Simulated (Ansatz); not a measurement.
**Review of an SCF result for Fe**

We look at Fe: a measured crystal structure (space group Fm-3m, primitive cell doubled), with 2 atoms per cell. Source: COD entry 9016329; it may be a high-temperature, high-pressure or metastable form.

Computed with Ansatz, DFT, PBE, PAW, plane waves, scalar-relativistic.

```yaml
crystal:
  lattice:
    - [0.0, 1.74, 1.74]
    - [3.48, 0.0, 3.48]
    - [1.74, 1.74, 0.0]
  atoms:
    - { symbol: Fe, position: [0.0, 0.0, 0.0], spin: 4.0 }
    - { symbol: Fe, position: [0.0, 0.5, 0.0], spin: -4.0 }
magnetization:
  spin_polarized: true
hamiltonian:
  xc: pbe
  pseudopotentials: { kind: paw }
basis:
  ecutwfc: 420
kpoints:
  mp_grid: { grid: [12, 6, 12] }
scf:
  occupations: { method: fermi_dirac, width: 0.1 }
  lower_state_search: "off"
output:
  forces: true
  stress: true
```

It took 2.6 s on 2 threads of Arm Neoverse V1 (shared host), peak memory 0.32 GiB.

The end of the output:

```
SCF converged after 12 iterations
Magnetization: 0.0000 μB (16.0000 up, 16.0000 down)
Absolute magnetization: 2.1059 μB (∫|ρ↑−ρ↓|, with the PAW one-centre terms)
Spin contamination: 0.5837 ħ² per cell (⟨S²⟩ above its minimum at these occupations)
Per-site moments (μB) at R_I (Å): [(1.0266, 1.0150), (-1.0266, 1.0150)]
Free energy (F): -8960.729472 eV
Harris-Foulkes:  -8960.729472 eV  (|F-HF|=3.66e-10)
Internal energy: -8960.622151 eV  (E = F + TS)
E sigma→0 (E₀):  -8960.675811 eV
Entropy (-TS):   -0.107321 eV (-53.660 meV/atom)
Fermi energy:    20.321293 eV
--- Forces (eV/Å), atoms counted from 1 ---
  atom   1  Fe    -0.00000000     0.00000000    -0.00000000
  atom   2  Fe     0.00000000    -0.00000000     0.00000000
--- Stress (GPa, compression-positive) ---
       -0.620201      -2.202269       2.202269
       -2.202269      -0.620201      -2.202269
        2.202269      -2.202269      -0.620201
  P = ⅓ Tr σ = -0.6202 GPa (-6.202 kbar)
```

The mesh is too coarse to rank close states of a metal with certainty: differences of some tens of meV/atom may change, at times in sign.

Site moments are taken inside atomic spheres and don't add up to the total.

Task: Has the SCF ended in the lowest solution? If not, by how much is it too high?

Result: No, on this mesh. A state 3.1 meV/atom (0.006 eV per cell) lower exists in this cell: ferromagnetic, site moments Fe1 1.00, Fe2 1.00 μB, total 1.98 μB per cell, no gap on the k-mesh. It was reached from: parallel moments, default search for lower states [Fe1 4.00, Fe2 4.00 μB]; the moments in brackets, symmetry off, plain SCF [Fe1 4.00, Fe2 4.00 μB]. The wrong state matters: the pressure is 0.6 GPa there against -0.6 GPa here. States within about 5 meV/atom are too close for this mesh, smearing and search to settle their order. This multiple of the primitive cell fits some opposed orders; other multiples fit others. Only collinear orders within this cell were tried; the true ground state may need a larger cell.
